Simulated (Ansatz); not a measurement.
## Hg: all-electron results

```
Hg
1.0
     1.73000    0.99882    2.23400
    -1.73000    0.99882    2.23400
     0.00000   -1.99763    2.23400
Hg
1
Direct
  0.00000 0.00000 0.00000
```

The cell is COD entry 1541226, as deposited and not checked against the literature; nothing was relaxed.

Spin–orbit coupling is left out, though it moves levels of the heavy atoms by tenths of an eV or more.

The calculation used DFT, LDA, all-electron LAPW, scalar-relativistic (Ansatz 0.2.0).

Sampling and basis: a Γ-centred 12×12×12 k mesh, Fermi–Dirac smearing of 0.03 eV, basis error target 0.5 meV/atom, no spin polarisation.

* Pressure at this cell: -1.60 GPa
* Band gap: none: bands cross the Fermi level, a metal
* Volume per atom: 23.16 Å³

Q: Predict this quantity. Density of states at the Fermi level (0.2 eV bin).

A: 0.29 states/eV per cell.

Q: Give the computed value. Stress xx, yy, zz (compression positive).

A: -1.15, -1.15, -2.51 GPa.
